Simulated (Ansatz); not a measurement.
# CoO (Fm-3m) in Ansatz: a series of runs

One crystal, CoO, is run at these levels: PBEsol; tasks: band structure.

All numbers are computed with Ansatz 0.2.0; they aren't measurements. Logs are shortened: lines on timing, memory, paths and dates and some standing lists are left out, and cuts for length are marked.

**1. The crystal as given**

The structure is cubic, space group Fm-3m (No. 225). Conventional cell: a = 4.263 Å, b = 4.263 Å, c = 4.263 Å, α = 90.00°, β = 90.00°, γ = 90.00°. Around Co (site symmetry m-3m) lie 6 O at 2.13 Å. Around O (site symmetry m-3m) lie 6 Co at 2.13 Å.

**2. Band structure, PBEsol, collinear spin, ferromagnetic start**

File input.yaml:

```yaml
crystal:
  lattice:
    - [0.0, 2.1315, 2.1315]
    - [2.1315, 0.0, 2.1315]
    - [2.1315, 2.1315, 0.0]
  atoms:
    - { symbol: Co, position: [0.0, 0.0, 0.0], spin: 2.0 }
    - { symbol: O, position: [0.5, 0.5, 0.5] }
kpoints:
  mp_grid: { grid: [11, 11, 11] }
  band_path:
    path:
      - [0.0, 0.0, 0.0]
      - [0.5, 0.0, 0.5]
      - [0.5, 0.25, 0.75]
      - [0.375, 0.375, 0.75]
      - [0.0, 0.0, 0.0]
      - [0.5, 0.5, 0.5]
      - [0.625, 0.25, 0.625]
      - [0.5, 0.25, 0.75]
    npoints: 8
scf:
  occupations: { method: fermi_dirac, width: 0.05 }
hamiltonian:
  xc: pbesol
  pseudopotentials: { kind: all_electron, lapw: { basis_error: 0.001 } }
magnetization:
  spin_polarized: true
output:
  forces: true
  stress: true
  eigenvalues: true
```

Potentials or basis: all-electron LAPW, scalar-relativistic.

Command:

```
$ ansatz run input.yaml --threads 2 --pin off --max-ram 6144MiB --backend cpu --events-out ev --progress --plain --runs-dir out
```

Log:

```text
Warning: RAYON_NUM_THREADS=2 ignored (pool sized by the plan → 2); use --threads N
LAPW: plane waves up to 9.714 Å⁻¹, error target 1.0e-3 eV per atom; small_component_spin mean_spin; O in spheres of 0.967 Å, 8 of its electrons in bands, Dirac shells []; Co in spheres of 1.165 Å, 17 of its electrons in bands, Dirac shells [] (how accurate: hamiltonian.pseudopotentials.lapw.basis_error, Limitations)
Engine: ansatz 0.2.0, aarch64-unknown-linux-gnu
Pseudopotentials: kind: all_electron
Pseudopotential: Co, LAPW, valence charge 17, lapw/all_electron/scalar/gaussian/Co, Koelling and Harmon's equation, gaussian nucleus
Pseudopotential: O, LAPW, valence charge 8, lapw/all_electron/scalar/gaussian/O, Koelling and Harmon's equation, gaussian nucleus
Functional definition: PBEsol
  exchange = pbesol_x
  correlation = pbesol_c
Crystal: 2 atoms, lattice volume = 19.368 Å³
Basis set: ecut = 359.5384731733147 eV, 307 PW (Γ), exchange–correlation at level 2
Bands: 18, of which v1, the nominal top of the filled ones, is band 13 counted from 1 (12 counted from 0)
Symmetry: 48 space group operations
Space group: Fm-3m (ITA 225), of the structure as read, at distance tolerance 2.7e-5 Å
Magnetic group: BNS 225.116 (UNI 1618), of the structure as read, at distance tolerance 2.7e-5 Å
k-points: 56 of 1331
Non-local potential: Co, projectors of the file, none
Non-local potential: O, projectors of the file, none
Initial density: superposition of atomic densities (chi_scale 0.1, normalization cell, long waves kept (reshape's long-wave potential 0.00 eV rms))
Starting moments: Σ|m| = 2 μB on 1 of 2 sites
Initial wavefunctions: plane waves of lowest kinetic energy (no species holds an atomic orbital)
Functional: x = pbesol(κ = 0.804, μ = 0.12345679012345678), c = pbesol(β = 0.046)
iter 1 solved again at ethr=5.78e-3 eV; its pass at ethr=1.00e-1 eV (dr2=1.44e0 eV) is discarded
SCF iter   1: F=—  HF=-39925.433645 eV  |F-HF|=—  |Δ(HF+E_count)|=         —  Δρ=5.84e-2 (↑5.46e-2 ↓5.84e-2)  dr2=1.44e0  dr2_m=2.67e-1  M=3.000 μB ∫|m|=3.002 μB  β_m=0.30  ethr=5.78e-3  ⟨swp⟩=2.0  Hψ=13196  notcnv=0
Mixer restart at iter 1: flushing history
preconditioner: auto → none  [metal: Δε(μ)=0.011 eV  Ē_g=13.999 eV  σ=0.050 eV  W_gap=0.06  n_scr=8 (ndim 8)  ℏωp=32.7 eV  f_vac=0.000  D(μ)=4.21/eV (n_scr^D=64)  sad-step TF]
SCF iter   2: F=—  HF=-39924.717492 eV  |F-HF|=—  |Δ(HF+E_count)|=   7.16e-1  Δρ=3.36e-2 (↑3.36e-2 ↓2.92e-2)  dr2=3.14e-1  dr2_m=1.14e-1  M=2.986 μB ∫|m|=2.987 μB  β_m=0.47  ethr=5.77e-3  ⟨swp⟩=2.0  Hψ=5936  notcnv=0
SCF iter   3: F=—  HF=-39924.745804 eV  |F-HF|=—  |Δ(HF+E_count)|=   2.83e-2  Δρ=2.02e-2 (↑1.81e-2 ↓2.02e-2)  dr2=2.60e-1  dr2_m=1.64e-2  M=3.000 μB ∫|m|=3.008 μB  β_m=0.47  ethr=1.25e-3  ⟨swp⟩=2.0  Hψ=6048  notcnv=0
iter 4 solved again at ethr=1.41e-5 eV; its pass at ethr=1.04e-3 eV (dr2=3.53e-3 eV) is discarded
SCF iter   4: F=—  HF=-39924.657698 eV  |F-HF|=—  |Δ(HF+E_count)|=         —  Δρ=5.67e-3 (↑3.61e-3 ↓5.67e-3)  dr2=3.53e-3  dr2_m=2.67e-3  M=2.939 μB ∫|m|=2.951 μB  β_m=0.47  ethr=1.41e-5  ⟨swp⟩=2.0  Hψ=9888  notcnv=0
Mixer restart at iter 4: flushing history
SCF iter   5: F=—  HF=-39924.666984 eV  |F-HF|=—  |Δ(HF+E_count)|=         —  Δρ=3.81e-3 (↑3.81e-3 ↓2.51e-3)  dr2=8.90e-3  dr2_m=2.63e-4  M=2.978 μB ∫|m|=2.992 μB  β_m=0.42  ethr=1.41e-5  ⟨swp⟩=3.0  Hψ=6633  notcnv=0
the basis was enlarged: its passes take 833.3 KiB over the memory plan, 2 of 2 planned eigensolver slots
SCF iter   6: F=—  HF=-39924.660342 eV  |F-HF|=—  |Δ(HF+E_count)|=   6.64e-3  Δρ=1.73e-3 (↑1.73e-3 ↓1.52e-3)  dr2=3.36e-4  dr2_m=3.64e-4  M=2.957 μB ∫|m|=2.972 μB  β_m=0.58  ethr=1.41e-5  ⟨swp⟩=2.8  Hψ=5699  notcnv=0
SCF iter   7: F=—  HF=-39924.661703 eV  |F-HF|=—  |Δ(HF+E_count)|=   1.36e-3  Δρ=5.73e-4 (↑5.73e-4 ↓4.05e-4)  dr2=4.19e-5  dr2_m=3.34e-5  M=2.957 μB ∫|m|=2.973 μB  β_m=0.62  ethr=1.35e-6  ⟨swp⟩=2.5  Hψ=5647  notcnv=0
SCF iter   8: F=—  HF=-39924.661761 eV  |F-HF|=—  |Δ(HF+E_count)|=   5.86e-5  Δρ=1.85e-4 (↑9.55e-5 ↓1.85e-4)  dr2=2.42e-6  dr2_m=3.19e-6  M=2.956 μB ∫|m|=2.972 μB  β_m=0.68  ethr=1.68e-7  ⟨swp⟩=2.3  Hψ=5559  notcnv=0
SCF iter   9: F=—  HF=-39924.661766 eV  |F-HF|=—  |Δ(HF+E_count)|=   5.05e-6  Δρ=4.28e-5 (↑2.33e-5 ↓4.28e-5)  dr2=2.43e-7  dr2_m=1.49e-7  M=2.956 μB ∫|m|=2.972 μB  β_m=0.70  ethr=9.67e-9  ⟨swp⟩=2.9  Hψ=5862  notcnv=0
SCF iter  10: F=—  HF=-39924.661766 eV  |F-HF|=—  |Δ(HF+E_count)|=   4.26e-7  Δρ=7.30e-6 (↑7.30e-6 ↓6.96e-6)  dr2=1.75e-9  dr2_m=7.85e-9  M=2.956 μB ∫|m|=2.972 μB  β_m=0.85  ethr=9.71e-10  ⟨swp⟩=3.0  Hψ=5768  notcnv=0
SCF iter  11: F=-39924.661766 eV  HF=-39924.661766 eV  |F-HF|=7.86e-9  |Δ(HF+E_count)|=   5.24e-8  Δρ=1.85e-6 (↑1.85e-6 ↓1.65e-6)  dr2=2.05e-9  dr2_m=9.23e-11  M=2.956 μB ∫|m|=2.972 μB  ethr=6.99e-12  ⟨swp⟩=3.0  Hψ=6108  notcnv=0
SCF 1 converged in 11 iterations: F = -39924.661766 eV  dr2 = 2.05e-9
NSCF: frozen V_eff on 57 k-points
SCF converged after 11 iterations
Magnetization: 2.9560 μB (13.9780 up, 11.0220 down)
Absolute magnetization: 2.9724 μB (∫|ρ↑−ρ↓|)
Spin contamination: 0.0075 ħ² per cell (⟨S²⟩ above its minimum at these occupations)
Per-site moments (μB) at R_I (Å): [(2.5985884642942327, 1.1646768393557512), (0.33909051904798115, 0.9668231288824237)]
Free energy (F): -39924.661766 eV
Harris-Foulkes:  -39924.661766 eV  (|F-HF|=7.86e-9)
Internal energy: -39924.629714 eV  (E = F + TS)
E sigma→0 (E₀):  -39924.645740 eV
Entropy (-TS):   -0.032052 eV (-16.026 meV/atom)
Fermi energy:    14.003355 eV
--- Per-component energies (eV) ---
  E_band       = -1284.152703
  E_kinetic    = 40475.718818
  E_xc         = -1816.062981
  E_electrostatic = -78584.285551  (all electrons and nuclei)
  E_smearing   = -0.032052  (= −TS)
  E_closure    = 0.000000  (closes the sum)
  E_atoms      = -39909.458948  (free atoms, spherical and without spin; not in F)
  Σ components = -39924.661766   (vs F -39924.661766, Δ=0.00e0)
  Basis errors (estimates in eV, not in F): energy 3.7e-4 per atom: plane waves 3.2e-4 (1.8e-4 summed), levels above the bands 7.1e-135, relativity 5.0e-8, radial functions 4.8e-5, core shells 7.0e-9; eigenvalues (radial functions only) 1.3e-5; not estimated: angular momenta, meshes, grids; target (lapw.basis_error) 1.0e-3; muffin-tin radii O 0.967 Å, Co 1.165 Å
--- Forces (eV/Å), atoms counted from 1 ---
  atom   1  Co     0.00000000    -0.00000000    -0.00000000
  atom   2  O      0.00000000     0.00000000    -0.00000000
  max |Σ_I F_I| component: 1.63e-30 eV/Å
--- Stress (GPa, compression-positive) ---
      -10.840536       0.000000      -0.000000
        0.000000     -10.840536      -0.000000
       -0.000000      -0.000000     -10.840536
  P = ⅓ Tr σ = -10.8405 GPa (-108.405 kbar)
--- Band table (eV; the first three rows and the last of 112) ---
  k-point 0 ↑: bands = ["-491.0601", "-82.6345", "-46.0274", "-46.0274", "-46.0274", "-6.2489", "10.6769", "10.6769", "10.7421", "10.7421", "10.7421", "10.8412", "10.8412", "10.8412", "14.7570", "30.4419", "31.7747", "31.7747"]
  k-point 1 ↑: bands = ["-491.0601", "-82.6342", "-46.0305", "-46.0279", "-46.0279", "-6.1620", "9.8684", "9.8841", "9.8841", "10.8780", "10.8780", "11.1730", "11.5882", "11.5882", "15.3452", "28.8479", "31.4843", "31.4843"]
  k-point 2 ↑: bands = ["-491.0601", "-82.6334", "-46.0385", "-46.0290", "-46.0290", "-5.9194", "8.5856", "9.1451", "9.1451", "11.0322", "11.0322", "11.3856", "12.4205", "12.4205", "16.5458", "26.6874", "30.3912", "30.3912"]
  k-point 55 ↓: bands = ["-490.7610", "-79.5860", "-43.0844", "-43.0823", "-43.0704", "-4.2568", "8.1613", "8.2214", "9.0446", "13.4803", "13.7434", "14.1616", "14.8068", "15.5288", "22.7365", "24.0977", "24.2038", "27.4348"]
```

Wall time 12 s (2 threads of Arm Neoverse V2, shared host); peak memory 0.42 GiB.

Results:

- Free energy: -39924.6618 eV
- Pressure: -10.8 GPa
- Band gap along the path: none (metal or under the smearing width)
- Net moment: 2.96 μB per cell
- Absolute moment: 2.97 μB per cell
- Site moments: Co +2.60; O +0.34 μB

Levels at the corners of the path, in eV from the Fermi level:
Spin up:
| point | band 11 | band 12 | band 13 | band 14 | band 15 | band 16 | band 17 | band 18 |
| --- | --- | --- | --- | --- | --- | --- | --- | --- |
| Γ | -3.26 | -3.16 | -3.16 | -3.16 | 0.75 | 16.44 | 17.77 | 17.77 |
| X | -2.97 | -2.46 | -2.14 | -2.14 | 5.59 | 9.54 | 11.37 | 15.44 |
| W | -2.37 | -2.37 | -2.14 | -1.43 | 7.83 | 9.72 | 9.72 | 12.41 |
| K | -2.27 | -2.11 | -2.01 | -1.37 | 7.16 | 9.41 | 9.52 | 14.76 |
| Γ | -3.26 | -3.16 | -3.16 | -3.16 | 0.75 | 16.44 | 17.77 | 17.77 |
| L | -2.43 | -1.88 | 0.03 | 0.03 | 4.76 | 9.10 | 13.12 | 13.12 |
| U | -2.27 | -2.11 | -2.01 | -1.37 | 7.16 | 9.41 | 9.52 | 14.76 |
| W | -2.37 | -2.37 | -2.14 | -1.43 | 7.83 | 9.72 | 9.72 | 12.41 |
Spin down:
| point | band 8 | band 9 | band 10 | band 11 | band 12 | band 13 | band 14 | band 15 |
| --- | --- | --- | --- | --- | --- | --- | --- | --- |
| Γ | -2.65 | -2.65 | -1.11 | -1.11 | -1.11 | -0.09 | -0.09 | 1.31 |
| X | -3.92 | -3.92 | -2.28 | 0.15 | 0.15 | 0.39 | 0.86 | 6.43 |
| W | -5.72 | -5.13 | -0.38 | -0.38 | 0.16 | 0.75 | 1.48 | 8.75 |
| K | -5.76 | -4.40 | -1.04 | 0.00 | 0.17 | 1.00 | 1.47 | 7.97 |
| Γ | -2.65 | -2.65 | -1.11 | -1.11 | -1.11 | -0.09 | -0.09 | 1.31 |
| L | -4.74 | -4.74 | -0.11 | -0.11 | 0.19 | 2.60 | 2.60 | 5.08 |
| U | -5.76 | -4.40 | -1.04 | 0.00 | 0.17 | 1.00 | 1.47 | 7.97 |
| W | -5.72 | -5.13 | -0.38 | -0.38 | 0.16 | 0.75 | 1.48 | 8.75 |

Caveat: a cell with one magnetic atom can't hold antiferromagnetic order, which such compounds often take; semilocal functionals often make such compounds metallic where correlation or magnetic order opens a gap, which also shifts bond lengths.

**3. Band structure, PBEsol, collinear spin, ferromagnetic start**

input.yaml, as its differences from that of step 2:

```diff
@@ -25,3 +25,6 @@
   xc: pbesol
-  pseudopotentials: { kind: all_electron, lapw: { basis_error: 0.001 } }
+  pseudopotentials:
+    kind: all_electron
+    lapw: { basis_error: 0.001 }
+    relativity: none
 magnetization:
```

Potentials or basis: all-electron LAPW, non-relativistic.

Command:

```
$ ansatz run input.yaml --threads 2 --pin off --max-ram 6144MiB --backend cpu --events-out ev --progress --plain --runs-dir out
```

Log:

```text
Warning: RAYON_NUM_THREADS=2 ignored (pool sized by the plan → 2); use --threads N
LAPW: plane waves up to 9.716 Å⁻¹, error target 1.0e-3 eV per atom; O in spheres of 0.967 Å, 8 of its electrons in bands, Dirac shells []; Co in spheres of 1.165 Å, 17 of its electrons in bands, Dirac shells [] (how accurate: hamiltonian.pseudopotentials.lapw.basis_error, Limitations)
[... 2 set-up lines as earlier in the session ...]
Pseudopotential: Co, LAPW, valence charge 17, lapw/all_electron/none/Co, Schrödinger's equation, point nucleus
Pseudopotential: O, LAPW, valence charge 8, lapw/all_electron/none/O, Schrödinger's equation, point nucleus
[... 3 set-up lines as earlier in the session ...]
Crystal: 2 atoms, lattice volume = 19.368 Å³
Basis set: ecut = 359.645817589647 eV, 307 PW (Γ), exchange–correlation at level 2
Bands: 18, of which v1, the nominal top of the filled ones, is band 13 counted from 1 (12 counted from 0)
[... 2 set-up lines as earlier in the session ...]
Magnetic group: BNS 225.116 (UNI 1618), of the structure as read, at distance tolerance 2.7e-5 Å
k-points: 56 of 1331
[... 3 set-up lines as earlier in the session ...]
Starting moments: Σ|m| = 2 μB on 1 of 2 sites
[... 2 set-up lines as earlier in the session ...]
iter 1 solved again at ethr=5.65e-3 eV; its pass at ethr=1.00e-1 eV (dr2=1.41e0 eV) is discarded
SCF iter   1: F=—  HF=-39632.364578 eV  |F-HF|=—  |Δ(HF+E_count)|=         —  Δρ=5.69e-2 (↑5.51e-2 ↓5.69e-2)  dr2=1.41e0  dr2_m=2.62e-1  M=3.000 μB ∫|m|=3.002 μB  β_m=0.30  ethr=5.65e-3  ⟨swp⟩=2.0  Hψ=13200  notcnv=0
Mixer restart at iter 1: flushing history
preconditioner: auto → none  [metal: Δε(μ)=0.007 eV  Ē_g=14.086 eV  σ=0.050 eV  W_gap=0.04  n_scr=8 (ndim 8)  ℏωp=32.7 eV  f_vac=0.000  D(μ)=4.26/eV (n_scr^D=64)  sad-step TF]
SCF iter   2: F=—  HF=-39631.659368 eV  |F-HF|=—  |Δ(HF+E_count)|=   7.05e-1  Δρ=3.36e-2 (↑3.36e-2 ↓2.77e-2)  dr2=3.02e-1  dr2_m=1.08e-1  M=2.972 μB ∫|m|=2.974 μB  β_m=0.46  ethr=5.64e-3  ⟨swp⟩=2.0  Hψ=5937  notcnv=0
SCF iter   3: F=—  HF=-39631.696363 eV  |F-HF|=—  |Δ(HF+E_count)|=   3.70e-2  Δρ=2.00e-2 (↑1.85e-2 ↓2.00e-2)  dr2=2.51e-1  dr2_m=1.83e-2  M=2.999 μB ∫|m|=3.007 μB  β_m=0.47  ethr=1.21e-3  ⟨swp⟩=2.0  Hψ=6048  notcnv=0
iter 4 solved again at ethr=1.62e-5 eV; its pass at ethr=1.00e-3 eV (dr2=4.05e-3 eV) is discarded
SCF iter   4: F=—  HF=-39631.614786 eV  |F-HF|=—  |Δ(HF+E_count)|=         —  Δρ=6.22e-3 (↑3.63e-3 ↓6.22e-3)  dr2=4.06e-3  dr2_m=3.14e-3  M=2.918 μB ∫|m|=2.930 μB  β_m=0.47  ethr=1.62e-5  ⟨swp⟩=2.0  Hψ=9896  notcnv=0
Mixer restart at iter 4: flushing history
SCF iter   5: F=—  HF=-39631.624031 eV  |F-HF|=—  |Δ(HF+E_count)|=         —  Δρ=3.94e-3 (↑3.94e-3 ↓2.66e-3)  dr2=9.58e-3  dr2_m=2.95e-4  M=2.966 μB ∫|m|=2.981 μB  β_m=0.42  ethr=1.62e-5  ⟨swp⟩=3.0  Hψ=6619  notcnv=0
the basis was enlarged: its passes take 790.7 KiB over the memory plan, 2 of 2 planned eigensolver slots
SCF iter   6: F=—  HF=-39631.616833 eV  |F-HF|=—  |Δ(HF+E_count)|=   7.20e-3  Δρ=1.75e-3 (↑1.75e-3 ↓1.75e-3)  dr2=3.30e-4  dr2_m=4.29e-4  M=2.938 μB ∫|m|=2.953 μB  β_m=0.58  ethr=1.62e-5  ⟨swp⟩=2.7  Hψ=5680  notcnv=0
SCF iter   7: F=—  HF=-39631.618269 eV  |F-HF|=—  |Δ(HF+E_count)|=   1.44e-3  Δρ=5.95e-4 (↑5.95e-4 ↓4.66e-4)  dr2=4.96e-5  dr2_m=3.80e-5  M=2.938 μB ∫|m|=2.954 μB  β_m=0.60  ethr=1.32e-6  ⟨swp⟩=2.5  Hψ=5680  notcnv=0
SCF iter   8: F=—  HF=-39631.618299 eV  |F-HF|=—  |Δ(HF+E_count)|=   2.98e-5  Δρ=1.83e-4 (↑1.04e-4 ↓1.83e-4)  dr2=2.41e-6  dr2_m=3.31e-6  M=2.936 μB ∫|m|=2.953 μB  β_m=0.63  ethr=1.98e-7  ⟨swp⟩=2.4  Hψ=5575  notcnv=0
SCF iter   9: F=—  HF=-39631.618302 eV  |F-HF|=—  |Δ(HF+E_count)|=   3.23e-6  Δρ=5.18e-5 (↑1.71e-5 ↓5.18e-5)  dr2=3.94e-7  dr2_m=1.81e-7  M=2.936 μB ∫|m|=2.953 μB  β_m=0.70  ethr=9.63e-9  ⟨swp⟩=2.5  Hψ=5732  notcnv=0
SCF iter  10: F=—  HF=-39631.618302 eV  |F-HF|=—  |Δ(HF+E_count)|=   8.80e-8  Δρ=6.04e-6 (↑6.04e-6 ↓5.38e-6)  dr2=2.93e-9  dr2_m=4.66e-9  M=2.937 μB ∫|m|=2.953 μB  β_m=0.85  ethr=1.57e-9  ⟨swp⟩=2.5  Hψ=5597  notcnv=0
SCF iter  11: F=-39631.618302 eV  HF=-39631.618302 eV  |F-HF|=1.92e-9  |Δ(HF+E_count)|=   8.78e-8  Δρ=1.43e-6 (↑1.43e-6 ↓8.58e-7)  dr2=3.88e-10  dr2_m=1.52e-10  M=2.937 μB ∫|m|=2.953 μB  ethr=1.17e-11  ⟨swp⟩=2.9  Hψ=5965  notcnv=0
SCF 1 converged in 11 iterations: F = -39631.618302 eV  dr2 = 3.88e-10
NSCF: frozen V_eff on 57 k-points
SCF converged after 11 iterations
Magnetization: 2.9366 μB (13.9683 up, 11.0317 down)
Absolute magnetization: 2.9531 μB (∫|ρ↑−ρ↓|)
Spin contamination: 0.0078 ħ² per cell (⟨S²⟩ above its minimum at these occupations)
Per-site moments (μB) at R_I (Å): [(2.571005240084432, 1.1647958124098288), (0.34837536578259076, 0.9667041558283459)]
Free energy (F): -39631.618302 eV
Harris-Foulkes:  -39631.618302 eV  (|F-HF|=1.92e-9)
Internal energy: -39631.585689 eV  (E = F + TS)
E sigma→0 (E₀):  -39631.601995 eV
Entropy (-TS):   -0.032614 eV (-16.307 meV/atom)
Fermi energy:    13.905768 eV
--- Per-component energies (eV) ---
  E_band       = -1273.813535
  E_kinetic    = 39587.425364
  E_xc         = -1802.234794
  E_electrostatic = -77416.776259  (all electrons and nuclei)
  E_smearing   = -0.032614  (= −TS)
  E_closure    = 0.000000  (closes the sum)
  E_atoms      = -39616.154832  (free atoms, spherical and without spin; not in F)
  Σ components = -39631.618302   (vs F -39631.618302, Δ=0.00e0)
  Basis errors (estimates in eV, not in F): energy 3.6e-4 per atom: plane waves 3.2e-4 (1.8e-4 summed), levels above the bands 1.2e-136, relativity 0.0e0, radial functions 4.3e-5, core shells 7.6e-9; eigenvalues (radial functions only) 8.6e-7; not estimated: angular momenta, meshes, grids; target (lapw.basis_error) 1.0e-3; muffin-tin radii O 0.967 Å, Co 1.165 Å
--- Forces (eV/Å), atoms counted from 1 ---
  atom   1  Co    -0.00000000     0.00000000     0.00000000
  atom   2  O      0.00000000     0.00000000     0.00000000
  max |Σ_I F_I| component: 2.19e-30 eV/Å
--- Stress (GPa, compression-positive) ---
       -9.916048       0.000000       0.000000
        0.000000      -9.916048       0.000000
        0.000000       0.000000      -9.916048
  P = ⅓ Tr σ = -9.9160 GPa (-99.160 kbar)
--- Band table (eV; the first three rows and the last of 112) ---
  k-point 0 ↑: bands = ["-490.6198", "-79.9072", "-45.2761", "-45.2761", "-45.2761", "-6.1800", "10.5947", "10.5947", "10.7400", "10.7400", "10.7400", "10.7659", "10.7659", "10.7659", "15.0026", "30.4547", "31.7480", "31.7480"]
  k-point 1 ↑: bands = ["-490.6198", "-79.9069", "-45.2793", "-45.2766", "-45.2766", "-6.0943", "9.8443", "9.8443", "9.8676", "10.8014", "10.8014", "11.1229", "11.5431", "11.5431", "15.5638", "28.8544", "31.4911", "31.4911"]
  k-point 2 ↑: bands = ["-490.6198", "-79.9060", "-45.2878", "-45.2777", "-45.2777", "-5.8554", "8.6166", "9.1096", "9.1096", "10.9532", "10.9532", "11.3352", "12.3684", "12.3684", "16.7296", "26.7278", "30.4672", "30.4672"]
  k-point 55 ↓: bands = ["-490.3143", "-76.9046", "-42.3686", "-42.3663", "-42.3537", "-4.2001", "8.1862", "8.2541", "9.0636", "13.3959", "13.6506", "14.0513", "14.6978", "15.4465", "23.0775", "24.1286", "24.2358", "27.5557"]
```

bands.tsv:

```text
[... 70 lines left out ...]
6.995316	-504.525574	-93.807357	-59.207717	-59.207717	-59.197293	-18.728865	-6.204468	-6.204468	-6.071717	-2.573637	-2.345411	-2.345411	-2.132693	-1.370184	8.305698	9.849873	9.849873	12.653880	-504.220064	-90.810300	-56.272971	-56.272971	-56.260666	-18.099621	-5.601658	-5.601658	-5.003347	-0.374228	-0.374228	0.140995	0.734654	1.498355	9.186120	10.413908	10.413908	13.268686
```

It took 12 s on 2 threads of Arm Neoverse V2, shared host; peak memory 0.42 GiB.

Results:

```yaml
Free_energy: -39631.6183 eV
Pressure: -9.9 GPa
Band_gap_along_the_path: none (metal or under the smearing width)
Net_moment: 2.94 μB per cell
Absolute_moment: 2.95 μB per cell
Site_moments: Co +2.57; O +0.35 μB
```

Levels at the corners of the path, in eV from the Fermi level:
Spin up:
```tsv
point	band 11	band 12	band 13	band 14	band 15	band 16	band 17	band 18
Γ	-3.17	-3.14	-3.14	-3.14	1.10	16.55	17.84	17.84
X	-2.96	-2.45	-2.13	-2.13	6.11	9.69	11.43	15.65
W	-2.35	-2.35	-2.13	-1.37	8.31	9.85	9.85	12.65
K	-2.26	-2.07	-2.00	-1.33	7.63	9.56	9.66	14.99
Γ	-3.17	-3.14	-3.14	-3.14	1.10	16.55	17.84	17.84
L	-2.42	-1.85	0.06	0.06	4.95	9.41	13.35	13.35
U	-2.26	-2.07	-2.00	-1.33	7.63	9.56	9.66	14.99
W	-2.35	-2.35	-2.13	-1.37	8.31	9.85	9.85	12.65
```
Spin down:
```
point  band 7  band 8  band 9  band 10  band 11  band 12  band 13  band 14  band 15  band 16
    Γ   -2.54   -2.54   -2.54    -1.10    -1.10    -1.10    -0.10    -0.10     1.64    16.48
    X   -6.40   -3.81   -3.81    -2.25     0.14     0.14     0.37     0.85     6.92    10.20
    W   -5.60   -5.60   -5.00    -0.37    -0.37     0.14     0.73     1.50     9.19    10.41
    K   -6.02   -5.62   -4.30    -1.01    -0.01     0.16     0.99     1.47     8.40    10.18
    Γ   -2.54   -2.54   -2.54    -1.10    -1.10    -1.10    -0.10    -0.10     1.64    16.48
    L   -7.56   -4.66   -4.66    -0.12    -0.12     0.20     2.60     2.60     5.26    10.21
    U   -6.02   -5.62   -4.30    -1.01    -0.01     0.16     0.99     1.47     8.40    10.18
    W   -5.60   -5.60   -5.00    -0.37    -0.37     0.14     0.73     1.50     9.19    10.41
```

Caveat: a cell with one magnetic atom can't hold antiferromagnetic order, which such compounds often take; semilocal functionals often make such compounds metallic where correlation or magnetic order opens a gap, which also shifts bond lengths.

(Part 1 of 2 ends here.)
